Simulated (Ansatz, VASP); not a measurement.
Ni: VASP beside Ansatz

File INCAR:

```
ALGO = Normal
EDIFF = 1E-6
ENCUT = 520
GGA = PS
ISIF = 2
ISMEAR = -1
ISPIN = 2
LASPH = True
LCHARG = False
LMAXMIX = 4
LORBIT = 11
LREAL = False
LWAVE = False
MAGMOM = 1
NBANDS = 15
NELM = 150
PREC = Accurate
SIGMA = 0.08
```

Contents of KPOINTS:

```
k-points
0
Gamma
  21 21 21
```

File POSCAR:

```
Ni
1.0
   -1.2793305504      1.2793305504      1.2793305504
    1.2793305504     -1.2793305504      1.2793305504
    1.2793305504      1.2793305504     -1.2793305504
Ni
1
Direct
    0.0000000000      0.0000000000      0.0000000000
```

Input for Ansatz:

```yaml
crystal:
  lattice:
    - [-1.2793305504, 1.2793305504, 1.2793305504]
    - [1.2793305504, -1.2793305504, 1.2793305504]
    - [1.2793305504, 1.2793305504, -1.2793305504]
  atoms:
    - { symbol: Ni, position: [0.0, 0.0, 0.0], spin: 1.0 }
magnetization:
  spin_polarized: true
kpoints:
  mp_grid: { grid: [21, 21, 21] }
scf:
  occupations: { method: fermi_dirac, width: 0.08 }
hamiltonian:
  xc: pbesol
  pseudopotentials: { kind: all_electron, lapw: { basis_error: 0.001 } }
output:
  forces: true
  stress: true
  eigenvalues: true
  populations: true
```

Change from the starting cell: volume scaled by 0.8, LAPW.

Alike in both runs: task single point; functional PBEsol; k mesh 21 × 21 × 21; occupations fermi-dirac, width 0.08 eV; collinear spin.

```csv
,VASP,Ansatz
version,VASP 6.6.1,Ansatz 0.2.0
potentials or method,"VASP PAW PBE potentials, release 64 (Ni)","all-electron LAPW, scalar-relativistic"
plane-wave cutoff (eV),520,see its input
```

|  | VASP | Ansatz | Ansatz less VASP |
| --- | --- | --- | --- |
| pressure (GPa) | 82.5 | 83.3 | +0.82 |
| net moment per atom (μB) | 0.00 | 0.00 | 0.000 |

Ansatz ran all-electron here, so the differences hold the error of VASP's frozen core and of both bases. Ansatz warned: «seeded_moment_not_kept».

Caveats: the cell as given lies far from equilibrium; so large a pressure means that the cell lies far from this level's equilibrium, or that cutoff or potentials fall short (VASP); the potentials were made for another functional, which shifts forces and pressure (VASP).
